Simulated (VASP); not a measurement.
Crystal: Al.

```xyz
8
Lattice="3.4669 0.0000 0.0000 -1.7335 3.0024 0.0000 0.0000 0.0000 11.3229" Properties=species:S:1:pos:R:3 pbc="T T T"
Al    0.0000    0.0000    1.0615
Al    0.0000    0.0000    6.7229
Al    0.0000    0.0000    4.5999
Al    0.0000    0.0000   10.2613
Al    0.0000    2.0016    1.7692
Al    1.7335    1.0008    7.4306
Al    0.0000    2.0016    3.8922
Al    1.7335    1.0008    9.5537
```

The cell was built by a generator and needn't be a form met in nature.

* Program: VASP 6.6.1
* Task: relaxation of cell and atoms
* Functional: PBE
* Potentials or basis: VASP PAW PBE potentials, release 64 (Al)
* Cutoff: 600 eV
* k mesh: 6 × 6 × 2
* Occupations: gaussian, width 0.1 eV
* Spin: no spin polarisation

At the start: pressure 78.8 GPa; volume 14.73 Å³/atom.

Q: How do energy, volume and symmetry change on relaxing?

A: Over 49 steps the energy falls by 2294.4 meV/atom and the volume is 22.61 Å³/atom (+53.4 %); space group P6_3/mmc (No. 194, to 0.05 Å).

Step by step:
| step | energy change (eV) | largest force (eV/Å) | pressure (GPa) | volume (Å³) |
| --- | --- | --- | --- | --- |
| 1 | 0.0000 | 0.0854 | 78.78 | 117.86 |
| 3 | -15.3059 | 0.1659 | 1.13 | 214.13 |
| 5 | -15.3267 | 0.1685 | -0.02 | 220.30 |
| 7 | -15.3316 | 0.1699 | 0.41 | 217.85 |
| 9 | -15.4143 | 0.4077 | 0.40 | 217.97 |
| 11 | -15.2074 | 3.1658 | 0.76 | 215.95 |
| 13 | -15.4731 | 1.2141 | 0.29 | 217.69 |
| 15 | -15.5074 | 1.2616 | 0.16 | 217.90 |
| 17 | -15.6397 | 1.4824 | -0.34 | 218.64 |
| 19 | -15.4450 | 2.5671 | -0.96 | 219.51 |
| 21 | -15.8888 | 1.7555 | -1.23 | 219.06 |
| 23 | -16.1270 | 1.3690 | -1.96 | 217.24 |
| 25 | -16.2891 | 1.1895 | -1.83 | 215.02 |
| 27 | -16.7362 | 0.2701 | 1.23 | 193.30 |
| 29 | -16.9487 | 0.3477 | -0.16 | 195.48 |
| 31 | -17.3140 | 0.5379 | 0.77 | 185.61 |
| 33 | -17.3811 | 0.3184 | -0.05 | 187.79 |
| 35 | -17.4755 | 0.2670 | -1.12 | 189.21 |
| 37 | -17.6272 | 1.1768 | 2.74 | 171.73 |
| 39 | -17.7205 | 1.1271 | 3.26 | 169.98 |
| 41 | -17.9521 | 0.6855 | 6.41 | 162.18 |
| 43 | -18.3182 | 0.2466 | 1.92 | 174.71 |
| 45 | -18.3248 | 0.3564 | 1.24 | 177.24 |
| 47 | -18.3543 | 0.0409 | -0.05 | 180.87 |
| 49 | -18.3552 | 0.0389 | -0.02 | 180.85 |

Final structure:
```
Al
1.0
     4.36996    0.00000    0.00000
    -2.18498    3.78449    0.00000
     0.00000    0.00000   10.93548
Al
8
Direct
  0.00000 0.00000 0.13067
  0.00000 0.00000 0.63067
  0.00000 0.00000 0.36933
  0.00000 0.00000 0.86933
  0.33333 0.66667 0.01676
  0.66667 0.33333 0.51676
  0.33333 0.66667 0.48324
  0.66667 0.33333 0.98324
```

Caveat: the volume moved by over 15 % at a fixed basis, so the end points are rough.
